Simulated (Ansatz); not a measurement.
# Ga3Se: from a guess to a relaxed structure

Where does this trial cell of Ga3Se go when cell and atoms are let free?

Program: Ansatz 0.2.0. Level of theory: DFT PBE, scalar-relativistic, plane waves, PAW. These are calculated values, not measurements.

**1. The system as given**

The structure is cubic, space group Fm-3m (No. 225). Conventional cell: a = 6.477 Å, b = 6.477 Å, c = 6.477 Å, α = 90.00°, β = 90.00°, γ = 90.00°. Ga (site symmetry -43m) has 4 Ga at 2.80 Å and 4 Se at 2.80 Å as nearest neighbours. Ga (site symmetry m-3m) has 8 Ga at 2.80 Å as nearest neighbours. Se (site symmetry m-3m) has 8 Ga at 2.80 Å as nearest neighbours.

As a file:

```xyz
4
Lattice="0.0000 3.2384 3.2384 3.2384 0.0000 3.2384 3.2384 3.2384 0.0000" Properties=species:S:1:pos:R:3 pbc="T T T"
Ga    1.6192    1.6192    1.6192
Ga    4.8576    4.8576    4.8576
Ga    3.2384    3.2384    3.2384
Se    0.0000    0.0000    0.0000
```

A structure generator made this guess: species swapped into a database cell of Tc3Ge (Fm-3m, No. 225), with Ga on the Tc sites and Se on the Ge sites. Lengths come from tabulated atomic sizes and are only a guess.

**2. A first look at the guess**

Contents of input.yaml:

```yaml
crystal:
  lattice:
    - [0.0, 3.23840788, 3.23840788]
    - [3.23840788, 0.0, 3.23840788]
    - [3.23840788, 3.23840788, 0.0]
  atoms:
    - { symbol: Ga, position: [0.25, 0.25, 0.25] }
    - { symbol: Ga, position: [0.75, 0.75, 0.75] }
    - { symbol: Ga, position: [0.5, 0.5, 0.5] }
    - { symbol: Se, position: [0.0, 0.0, 0.0] }
basis:
  ecutwfc: 420
kpoints:
  mp_grid: { grid: [6, 6, 6] }
hamiltonian:
  xc: pbe
scf:
  occupations: { method: gaussian, width: 0.1 }
  lower_state_search: "off"
output:
  forces: true
  stress: true
  eigenvalues: true
```

Command:

```sh
$ ansatz run input.yaml --threads 1 --pin off --max-ram 2560MiB --backend cpu --events-out ev --progress --plain --runs-dir out
```

What it wrote, cut to the lines that bear on the results:

```text
[...]
SCF converged after 7 iterations
Free energy (F): -16817.295932 eV
[...]
E sigma→0 (E₀):  -16817.285215 eV
Entropy (-TS):   -0.021433 eV (-5.358 meV/atom)
Fermi energy:    12.069664 eV
[...]
--- Forces (eV/Å), atoms counted from 1 ---
  atom   1  Ga    -0.00000000     0.00000000    -0.00000000
  atom   2  Ga    -0.00000000    -0.00000000    -0.00000000
  atom   3  Ga     0.00000000    -0.00000000    -0.00000000
  atom   4  Se    -0.00000000     0.00000000     0.00000000
[...]
--- Stress (GPa, compression-positive) ---
       13.609104       0.000000      -0.000000
        0.000000      13.609104       0.000000
        0.000000      -0.000000      13.609104
  P = ⅓ Tr σ = 13.6091 GPa (136.091 kbar)
--- Band table (eV; the first three rows and the last of 16) ---
[...]
```

Run time: 1.2 s. Hardware: 1 thread of Intel Xeon 6975P-C (Granite Rapids), shared host; peak memory 0.41 GiB.

The probe gives pressure 13.6 GPa, largest force 0.00 eV/Å, gap on this mesh none (metal). A cheap, loose relaxation comes first.

**3. Coarse relaxation**

input.yaml, as its differences from that of step 2:

```diff
@@ -23 +23,6 @@
   eigenvalues: true
+relax:
+  adjacent_minimum: "off"
+  f_tol: 0.04
+  max_steps: 70
+  cell: { stress_tol: 0.4 }
```

Command:

```sh
$ ansatz run input.yaml --threads 1 --pin off --max-ram 2560MiB --backend cpu --events-out ev --progress --plain --runs-dir out
```

What it wrote:

```text
Warning: RAYON_NUM_THREADS=1 ignored (pool sized by the plan → 1); use --threads N
Engine: ansatz 0.2.0, x86_64-unknown-linux-gnu
Pseudopotentials: kind: paw
Pseudopotential: Ga, paw, valence charge 13, recommended cutoff 420 eV (normal), Ga.paw.azcp
Pseudopotential: Se, paw, valence charge 16, recommended cutoff 420 eV (normal), Se.paw.azcp
Functional definition: PBE
  parameter kappa = 0.804
  parameter beta = 0.06672455060314922
  exchange = pbe_x(kappa = kappa, mu = beta*pi^2/3)
  correlation = pbe_c(beta = beta)
Crystal: 4 atoms, lattice volume = 67.924 Å³
Basis set: ecut = 420 eV, 1363 PW (Γ), exchange–correlation on 64×64×64 points (8 copies of the dense FFT grid, shifted against one another)
Bands: 33, of which v1, the nominal top of the filled ones, is band 28 counted from 1 (27 counted from 0)
Symmetry: 48 space group operations
Space group: Fm-3m (ITA 225), of the structure as read, at distance tolerance 4.1e-5 Å
k-points: 16 of 216
Non-local potential: Ga, projectors of the file, l = 0: 2, l = 1: 2, l = 2: 3, l = 3: 1
Non-local potential: Se, projectors of the file, l = 0: 2, l = 1: 2, l = 2: 3, l = 3: 1
PAW form: soft (Blöchl's): semilocal exchange-correlation on the pseudo side does not see the compensation charge
PAW one-centre angular grid: Ga, 590 points (default); XC on 64 Gauss nodes
PAW one-centre angular grid: Se, 590 points (default); XC on 64 Gauss nodes
Initial density: superposition of atomic densities (neutral atoms: chi_scale 0, normalization atom), corrected by the library's trained network
Initial wavefunctions: pseudopotential atomic-orbital guess
Functional: x = pbe(κ = 0.804, μ = 0.2195149727645171), c = pbe(β = 0.06672455060314922)
SCF iter   1: F=—  HF=-16817.297542 eV  |F-HF|=—  |Δ(HF+E_count)|=         —  Δρ=1.41e-3  dr2=1.95e-3  ethr=1.77e-3  ⟨swp⟩=5.6  Hψ=2041  notcnv=0
preconditioner: auto → Kerker (q_TF=auto, 2.634 Å⁻¹)  [metal: Δε(μ)=0.077 eV  Ē_g=15.159 eV  σ=0.100 eV  W_gap=0.39  n_scr=14 (ndim 8)  ℏωp=30.2 eV  f_vac=0.000  D(μ)=4.24/eV (n_scr^D=58)]
SCF iter   2: F=—  HF=-16817.296052 eV  |F-HF|=—  |Δ(HF+E_count)|=   1.49e-3  Δρ=1.02e-3  dr2=7.66e-4  ethr=3.55e-6  ⟨swp⟩=2.1  Hψ=983  notcnv=0
SCF iter   3: F=—  HF=-16817.296002 eV  |F-HF|=—  |Δ(HF+E_count)|=   5.05e-5  Δρ=5.11e-4  dr2=3.06e-4  ethr=1.39e-6  ⟨swp⟩=2.0  Hψ=809  notcnv=0
SCF iter   4: F=—  HF=-16817.295933 eV  |F-HF|=—  |Δ(HF+E_count)|=   6.91e-5  Δρ=1.51e-4  dr2=1.08e-5  ethr=5.56e-7  ⟨swp⟩=3.0  Hψ=892  notcnv=0
SCF iter   5: F=—  HF=-16817.295931 eV  |F-HF|=—  |Δ(HF+E_count)|=   1.76e-6  Δρ=7.70e-5  dr2=1.62e-6  ethr=1.96e-8  ⟨swp⟩=2.1  Hψ=962  notcnv=0
SCF iter   6: F=—  HF=-16817.295932 eV  |F-HF|=—  |Δ(HF+E_count)|=   1.09e-6  Δρ=1.45e-5  dr2=1.92e-7  ethr=2.95e-9  ⟨swp⟩=2.1  Hψ=887  notcnv=0
SCF iter   7: F=-16817.295932 eV  HF=-16817.295932 eV  |F-HF|=1.03e-7  |Δ(HF+E_count)|=   1.28e-7  Δρ=8.29e-6  dr2=3.14e-8  ethr=1.82e-10  ⟨swp⟩=7.4  Hψ=2586  notcnv=0
SCF 1 converged in 7 iterations: F = -16817.295932 eV  dr2 = 3.14e-8
relax step   1: F+E_penalty+E_count = -16817.29593192 eV  Δ(F+E_penalty+E_count) = +0.000e0 eV  max|allowed force component| = 8.095e-18 eV/Å  Δτ_max = 0.0000 Å  P = +13.609 GPa  Ω = 67.924 Å³  (7 SCF iters, dr2 threshold 1.00e-7 eV, accepted)
Crystal: 4 atoms, lattice volume = 78.350 Å³
Basis set: ecut = 420 eV, 1471 PW (Γ), exchange–correlation on 64×64×64 points (8 copies of the dense FFT grid, shifted against one another)
Initial density: handed on by an earlier stage of this run
Initial wavefunctions: those handed on with the density
iter 1 solved again at ethr=4.98e-4 eV; its pass at ethr=3.10e-3 eV (dr2=2.74e-1 eV) is discarded
SCF iter   1: F=—  HF=-16817.871536 eV  |F-HF|=—  |Δ(HF+E_count)|=         —  Δρ=1.19e-2  dr2=2.75e-1  ethr=4.98e-4  ⟨swp⟩=1.2  Hψ=3327  notcnv=0
preconditioner: auto → none  [insulator: Δε(μ)=0.120 eV  Ē_g=14.595 eV  σ=0.100 eV  W_gap=0.58  n_scr=14 (ndim 8)  ℏωp=28.1 eV  f_vac=0.000  D(μ)=2.68/eV (n_scr^D=14)  ε∞_Penn≈4.7]
SCF iter   2: F=—  HF=-16817.814441 eV  |F-HF|=—  |Δ(HF+E_count)|=   5.71e-2  Δρ=4.25e-3  dr2=3.40e-2  ethr=4.98e-4  ⟨swp⟩=2.2  Hψ=661  notcnv=0
SCF iter   3: F=—  HF=-16817.807299 eV  |F-HF|=—  |Δ(HF+E_count)|=   7.14e-3  Δρ=8.61e-4  dr2=5.53e-4  ethr=6.19e-5  ⟨swp⟩=2.0  Hψ=1000  notcnv=0  defer=1
SCF iter   4: F=—  HF=-16817.807098 eV  |F-HF|=—  |Δ(HF+E_count)|=   2.01e-4  Δρ=3.70e-4  dr2=7.26e-5  ethr=1.01e-6  ⟨swp⟩=2.0  Hψ=1000  notcnv=0  defer=1
SCF iter   5: F=—  HF=-16817.807156 eV  |F-HF|=—  |Δ(HF+E_count)|=   5.73e-5  Δρ=1.54e-4  dr2=1.45e-5  ethr=1.32e-7  ⟨swp⟩=2.0  Hψ=969  notcnv=0  defer=1
SCF iter   6: F=—  HF=-16817.807147 eV  |F-HF|=—  |Δ(HF+E_count)|=   8.39e-6  Δρ=3.69e-5  dr2=7.25e-7  ethr=2.63e-8  ⟨swp⟩=2.0  Hψ=968  notcnv=0  defer=1
SCF iter   7: F=-16817.807148 eV  HF=-16817.807148 eV  |F-HF|=7.51e-9  |Δ(HF+E_count)|=   6.11e-7  Δρ=5.97e-6  dr2=1.42e-8  ethr=7.27e-10  ⟨swp⟩=6.7  Hψ=2447  notcnv=0
SCF 2 converged in 7 iterations: F = -16817.807148 eV  dr2 = 1.42e-8
relax step   2: F+E_penalty+E_count = -16817.80714775 eV  Δ(F+E_penalty+E_count) = -5.112e-1 eV  max|allowed force component| = 6.708e-17 eV/Å  Δτ_max = 0.0000 Å  P = +3.353 GPa  Ω = 78.350 Å³  energy of the carried Pulay correction = -2.657e-3 eV  (7 SCF iters, dr2 threshold 4.00e-7 eV, accepted)
Crystal: 4 atoms, lattice volume = 82.483 Å³
Basis set: ecut = 420 eV, 1639 PW (Γ), exchange–correlation on 64×64×64 points (8 copies of the dense FFT grid, shifted against one another)
iter 1 solved again at ethr=8.75e-5 eV; its pass at ethr=3.10e-3 eV (dr2=4.81e-2 eV) is discarded
SCF iter   1: F=—  HF=-16817.875423 eV  |F-HF|=—  |Δ(HF+E_count)|=         —  Δρ=4.81e-3  dr2=4.75e-2  ethr=8.75e-5  ⟨swp⟩=2.0  Hψ=2919  notcnv=0
preconditioner: auto → Kerker (q_TF=auto, 2.550 Å⁻¹)  [metal: Δε(μ)=0.016 eV  Ē_g=14.455 eV  σ=0.100 eV  W_gap=0.09  n_scr=14 (ndim 8)  ℏωp=27.4 eV  f_vac=0.000  D(μ)=3.05/eV (n_scr^D=26)]
SCF iter   2: F=—  HF=-16817.866677 eV  |F-HF|=—  |Δ(HF+E_count)|=   8.75e-3  Δρ=2.00e-3  dr2=9.30e-3  ethr=8.64e-5  ⟨swp⟩=1.8  Hψ=552  notcnv=0
SCF iter   3: F=—  HF=-16817.864770 eV  |F-HF|=—  |Δ(HF+E_count)|=   1.91e-3  Δρ=6.85e-4  dr2=3.70e-4  ethr=1.69e-5  ⟨swp⟩=2.0  Hψ=971  notcnv=0
SCF iter   4: F=—  HF=-16817.864726 eV  |F-HF|=—  |Δ(HF+E_count)|=   4.44e-5  Δρ=3.67e-4  dr2=7.41e-5  ethr=6.73e-7  ⟨swp⟩=2.0  Hψ=967  notcnv=0
SCF iter   5: F=—  HF=-16817.864733 eV  |F-HF|=—  |Δ(HF+E_count)|=   6.84e-6  Δρ=1.05e-4  dr2=1.09e-5  ethr=1.35e-7  ⟨swp⟩=2.0  Hψ=865  notcnv=0
SCF iter   6: F=—  HF=-16817.864726 eV  |F-HF|=—  |Δ(HF+E_count)|=   7.12e-6  Δρ=4.65e-5  dr2=1.78e-6  ethr=1.98e-8  ⟨swp⟩=2.5  Hψ=990  notcnv=0
SCF iter   7: F=—  HF=-16817.864726 eV  |F-HF|=—  |Δ(HF+E_count)|=   1.06e-7  Δρ=1.72e-5  dr2=5.03e-7  ethr=7.27e-10  ⟨swp⟩=7.2  Hψ=2605  notcnv=0
SCF iter   8: F=-16817.864726 eV  HF=-16817.864726 eV  |F-HF|=8.73e-9  |Δ(HF+E_count)|=   1.19e-7  Δρ=2.41e-6  dr2=4.02e-9  ethr=7.27e-10  ⟨swp⟩=4.6  Hψ=2003  notcnv=0
SCF 3 converged in 8 iterations: F = -16817.864726 eV  dr2 = 4.02e-9
relax step   3: F+E_penalty+E_count = -16817.86472557 eV  Δ(F+E_penalty+E_count) = -5.758e-2 eV  max|allowed force component| = 1.006e-16 eV/Å  Δτ_max = 0.0000 Å  P = +1.278 GPa  Ω = 82.483 Å³  energy of the carried Pulay correction = -3.609e-3 eV  (8 SCF iters, dr2 threshold 4.00e-7 eV, accepted)
Crystal: 4 atoms, lattice volume = 86.116 Å³
Basis set: ecut = 420 eV, 1687 PW (Γ), exchange–correlation on 64×64×64 points (8 copies of the dense FFT grid, shifted against one another)
iter 1 solved again at ethr=5.01e-5 eV; its pass at ethr=3.10e-3 eV (dr2=2.75e-2 eV) is discarded
SCF iter   1: F=—  HF=-16817.881314 eV  |F-HF|=—  |Δ(HF+E_count)|=         —  Δρ=3.46e-3  dr2=2.71e-2  ethr=5.01e-5  ⟨swp⟩=2.0  Hψ=2940  notcnv=0
preconditioner: auto → Kerker (q_TF=auto, 2.532 Å⁻¹)  [metal: Δε(μ)=0.086 eV  Ē_g=14.329 eV  σ=0.100 eV  W_gap=0.44  n_scr=14 (ndim 8)  ℏωp=26.8 eV  f_vac=0.000  D(μ)=2.79/eV (n_scr^D=14)]
SCF iter   2: F=—  HF=-16817.876122 eV  |F-HF|=—  |Δ(HF+E_count)|=   5.19e-3  Δρ=1.56e-3  dr2=6.37e-3  ethr=4.93e-5  ⟨swp⟩=1.7  Hψ=549  notcnv=0
SCF iter   3: F=—  HF=-16817.874751 eV  |F-HF|=—  |Δ(HF+E_count)|=   1.37e-3  Δρ=5.44e-4  dr2=2.51e-4  ethr=1.16e-5  ⟨swp⟩=2.0  Hψ=967  notcnv=0
SCF iter   4: F=—  HF=-16817.874712 eV  |F-HF|=—  |Δ(HF+E_count)|=   3.89e-5  Δρ=3.07e-4  dr2=6.11e-5  ethr=4.56e-7  ⟨swp⟩=2.0  Hψ=965  notcnv=0
SCF iter   5: F=—  HF=-16817.874715 eV  |F-HF|=—  |Δ(HF+E_count)|=   3.08e-6  Δρ=9.97e-5  dr2=1.12e-5  ethr=1.11e-7  ⟨swp⟩=2.0  Hψ=883  notcnv=0
SCF iter   6: F=—  HF=-16817.874708 eV  |F-HF|=—  |Δ(HF+E_count)|=   6.85e-6  Δρ=4.34e-5  dr2=1.99e-6  ethr=2.03e-8  ⟨swp⟩=2.0  Hψ=967  notcnv=0
SCF iter   7: F=—  HF=-16817.874708 eV  |F-HF|=—  |Δ(HF+E_count)|=   1.32e-7  Δρ=1.98e-5  dr2=6.86e-7  ethr=7.27e-10  ⟨swp⟩=7.1  Hψ=2466  notcnv=0
SCF iter   8: F=-16817.874708 eV  HF=-16817.874708 eV  |F-HF|=1.70e-8  |Δ(HF+E_count)|=   1.59e-7  Δρ=3.63e-6  dr2=2.07e-8  ethr=7.27e-10  ⟨swp⟩=4.4  Hψ=1928  notcnv=0
SCF 4 converged in 8 iterations: F = -16817.874708 eV  dr2 = 2.07e-8
relax step   4: F+E_penalty+E_count = -16817.87470802 eV  Δ(F+E_penalty+E_count) = -9.982e-3 eV  max|allowed force component| = 1.394e-16 eV/Å  Δτ_max = 0.0000 Å  P = -0.312 GPa  Ω = 86.116 Å³  energy of the carried Pulay correction = -4.405e-3 eV  (8 SCF iters, dr2 threshold 4.00e-7 eV, accepted)
Basis set: ecut = 420 eV, 1687 PW (Γ), exchange–correlation on 72×72×72 points (8 copies of the dense FFT grid, shifted against one another)
Initial wavefunctions: pseudopotential atomic-orbital guess (no wavefunctions were taken with the density)
iter 1 solved again at ethr=2.81e-7 eV; its pass at ethr=3.10e-3 eV (dr2=1.54e-4 eV) is discarded
SCF iter   1: F=—  HF=-16817.851919 eV  |F-HF|=—  |Δ(HF+E_count)|=         —  Δρ=2.56e-3  dr2=1.42e-4  ethr=2.81e-7  ⟨swp⟩=2.3  Hψ=3002  notcnv=0
preconditioner: auto → Kerker (q_TF=auto, 2.532 Å⁻¹)  [metal: Δε(μ)=0.079 eV  Ē_g=14.348 eV  σ=0.100 eV  W_gap=0.41  n_scr=14 (ndim 8)  ℏωp=26.8 eV  f_vac=0.000  D(μ)=3.21/eV (n_scr^D=26)]
SCF iter   2: F=—  HF=-16817.874931 eV  |F-HF|=—  |Δ(HF+E_count)|=   2.30e-2  Δρ=1.31e-3  dr2=4.34e-5  ethr=2.58e-7  ⟨swp⟩=2.0  Hψ=893  notcnv=0
SCF iter   3: F=—  HF=-16817.881942 eV  |F-HF|=—  |Δ(HF+E_count)|=   7.01e-3  Δρ=4.00e-4  dr2=4.19e-6  ethr=7.89e-8  ⟨swp⟩=2.0  Hψ=889  notcnv=0
SCF iter   4: F=—  HF=-16817.882665 eV  |F-HF|=—  |Δ(HF+E_count)|=   7.23e-4  Δρ=1.88e-5  dr2=3.07e-7  ethr=7.62e-9  ⟨swp⟩=2.0  Hψ=893  notcnv=0
SCF iter   5: F=—  HF=-16817.882665 eV  |F-HF|=—  |Δ(HF+E_count)|=   1.21e-8  Δρ=8.53e-6  dr2=6.79e-8  ethr=5.57e-10  ⟨swp⟩=2.0  Hψ=957  notcnv=0
SCF iter   6: F=—  HF=-16817.882665 eV  |F-HF|=—  |Δ(HF+E_count)|=  5.75e-10  Δρ=3.76e-6  dr2=1.16e-8  ethr=1.23e-10  ⟨swp⟩=2.0  Hψ=954  notcnv=0
SCF iter   7: F=-16817.882665 eV  HF=-16817.882665 eV  |F-HF|=7.76e-9  |Δ(HF+E_count)|=   2.22e-9  Δρ=2.09e-6  dr2=2.07e-9  ethr=4.65e-12  ⟨swp⟩=4.6  Hψ=1944  notcnv=0
SCF 5 converged in 7 iterations: F = -16817.882665 eV  dr2 = 2.07e-9
relax step   5: F+E_penalty+E_count = -16817.88266510 eV  Δ(F+E_penalty+E_count) = -7.957e-3 eV  max|allowed force component| = 1.399e-16 eV/Å  Δτ_max = 0.0000 Å  P = -0.113 GPa  Ω = 86.116 Å³  stress off target by 1.13e-1 GPa  SCF on the basis re-selected at this cell (its energy is not comparable with the rows above)  (7 SCF iters)
basis re-selected at this cell: Δ(F+E_penalty+E_count) = -7.957e-3 eV, ΔP = +0.199 GPa vs the last step (what re-selecting the basis moved, of the pressure what is left beyond the Pulay correction that the steps carried, after the strain that the cell walked since its last selection, with what the two solves' SCF thresholds leave and, on support functions, any second-order correction that the steps lacked; it is no measure of the basis error at this ecutwfc). The dense FFT grid was sized anew with the basis: this SCF ran on 36×36×36 points, the steps before it on 32×32×32, so part of this shift can come from that change (see relax.cell in the input reference). This SCF's stress stands 1.13e-1 GPa from its target on what of the cell is left free (relax.cell.stress_tol is 4.00e-1 GPa) and its largest allowed force component is 1.40e-16 eV/Å (relax.f_tol is 4.00e-2 eV/Å): within both
SCF converged after 7 iterations
Free energy (F): -16817.882665 eV
Harris-Foulkes:  -16817.882665 eV  (|F-HF|=7.76e-9)
Internal energy: -16817.866512 eV  (E = F + TS)
E sigma→0 (E₀):  -16817.874588 eV
Entropy (-TS):   -0.016153 eV (-4.038 meV/atom)
Fermi energy:    8.625708 eV
--- Per-component energies (eV) ---
  E_band       = -519.888962
  E_kinetic    = 458.236585
  E_local      = -7796.298251  (includes V_loc(G=0)·N_el)
  E_nonlocal   = 668.509486
  E_hartree    = 3705.492416
  E_xc         = -311.556196
  E_vxc        = -270.925282  (∫ρ·V_xc dr)
  E_paw        = -7863.258224  (= ΣΔE_a)
  E_vpaw       = -990.396068  (= ΣTr[D̂ρ^β])
  E_aug_tail   = -0.000920  (compensation charges beyond the density's cutoff)
  E_ewald      = -5678.991406
  E_smearing   = -0.016153  (= −TS)
  E_closure    = -0.000000  (closes the sum)
  Σ components = -16817.882665   (vs F -16817.882665, Δ=0.00e0)
--- Forces (eV/Å), atoms counted from 1 ---
  atom   1  Ga    -0.00000000    -0.00000000    -0.00000000
  atom   2  Ga     0.00000000     0.00000000     0.00000000
  atom   3  Ga     0.00000000    -0.00000000     0.00000000
  atom   4  Se    -0.00000000     0.00000000    -0.00000000
  max |Σ_I F_I| component: 1.85e-17 eV/Å
--- Stress (GPa, compression-positive) ---
       -0.112719      -0.000000      -0.000000
       -0.000000      -0.112719      -0.000000
       -0.000000      -0.000000      -0.112719
  P = ⅓ Tr σ = -0.1127 GPa (-1.127 kbar)
--- Band table (eV; the first three rows and the last of 16) ---
  k-point 0: bands = ["-39.1837", "-39.1837", "-39.1837", "-39.1828", "-39.1828", "-6.2920", "-6.2920", "-6.2920", "-6.2800", "-6.2800", "-6.0679", "-6.0679", "-6.0679", "-6.0510", "-6.0510", "-5.9911", "-5.9911", "-5.9911", "-5.9747", "-5.9747", "-4.7786", "1.3183", "5.9716", "5.9716", "5.9716", "6.0179", "8.0877", "8.6834", "8.6834", "8.6834", "9.7220", "9.7220", "9.7220"]
  k-point 1: bands = ["-39.1837", "-39.1837", "-39.1837", "-39.1828", "-39.1828", "-6.2943", "-6.2943", "-6.2935", "-6.2769", "-6.2769", "-6.0649", "-6.0614", "-6.0614", "-6.0477", "-6.0477", "-6.0038", "-5.9948", "-5.9948", "-5.9797", "-5.9797", "-4.6617", "1.1542", "4.9065", "5.8172", "5.8172", "6.4531", "6.9746", "8.6442", "8.6442", "9.8460", "9.8460", "10.0353", "11.7491"]
  k-point 2: bands = ["-39.1837", "-39.1837", "-39.1837", "-39.1828", "-39.1828", "-6.2988", "-6.2988", "-6.2944", "-6.2705", "-6.2705", "-6.0629", "-6.0456", "-6.0456", "-6.0384", "-6.0384", "-6.0272", "-6.0056", "-6.0056", "-5.9922", "-5.9922", "-4.3986", "0.7847", "3.7078", "5.6049", "5.6049", "5.9577", "7.7363", "8.0782", "8.0782", "11.0824", "11.0824", "11.8635", "13.8515"]
  k-point 15: bands = ["-39.1837", "-39.1837", "-39.1837", "-39.1828", "-39.1828", "-6.3026", "-6.3009", "-6.2950", "-6.2923", "-6.2582", "-6.0856", "-6.0585", "-6.0483", "-6.0419", "-6.0193", "-6.0157", "-6.0112", "-6.0004", "-5.9890", "-5.9846", "-4.0822", "1.5783", "2.2403", "2.5739", "5.5574", "6.3577", "8.2067", "8.5326", "10.6678", "11.5731", "13.2437", "13.5441", "14.4047"]
--- Relaxed structure (4 steps of the walk, 4 accepted, 1 SCFs on fresh bases) ---
  F+E_penalty+E_count = -16817.88266510 eV   max|allowed force component| = 1.399e-16 eV/Å   (the final SCF, on the basis selected at the relaxed cell)
  cell:  # Å, volume = 86.1163 Å³
    - [-7.133521282450074e-34, 3.5049762541488767, 3.5049762541488763]
    - [3.5049762541488767, 3.2610381446928034e-33, 3.5049762541488763]
    - [3.5049762541488767, 3.5049762541488767, 1.5286116098686771e-33]
  atoms:
    - { symbol: Ga, position: [0.24999999999999997, 0.24999999999999997, 0.24999999999999997] }
    - { symbol: Ga, position: [0.7499999999999999, 0.7499999999999999, 0.7499999999999999] }
    - { symbol: Ga, position: [0.49999999999999994, 0.49999999999999994, 0.49999999999999994] }
    - { symbol: Se, position: [2.181241390273935e-33, -2.9093027205549468e-33, -7.576809281147156e-34] }
```

Run time: 7.1 s. Hardware: 1 thread of Intel Xeon 6975P-C (Granite Rapids), shared host; peak memory 0.45 GiB.

Step by step:

| step | energy from step 1 (eV/cell) | largest force component (eV/Å) | pressure (GPa) | volume (Å³) |
| --- | --- | --- | --- | --- |
| 1 | 0.0000 | 0.0000 | 13.61 | 67.92 |
| 2 | -0.5112 | 0.0000 | 3.35 | 78.35 |
| 3 | -0.5688 | 0.0000 | 1.28 | 82.48 |
| 4 | -0.5788 | 0.0000 | -0.31 | 86.12 |
| 5 | -0.5867 | 0.0000 | -0.11 | 86.12 |

Step 1 is the start. Step 5 repeats the geometry before it on a plane-wave basis chosen anew for that cell, so its energy need not be comparable with the rows above.

Lengths and angles in the start's conventional setting:

|  | before | after | change |
| --- | --- | --- | --- |
| a (Å) | 6.477 | 7.010 | +8.2 % |
| b (Å) | 6.477 | 7.010 | +8.2 % |
| c (Å) | 6.477 | 7.010 | +8.2 % |
| volume (Å³/atom) | 16.98 | 21.53 | +26.8 % |
| shortest distance (Å) | 2.805 | 3.035 | +8.2 % |
| space group (0.01 Å) | Fm-3m | Fm-3m | same |

Forces and stress were held to the start's 48 operations: a distortion of lower symmetry was not tested.

[end of part 1 of 2]
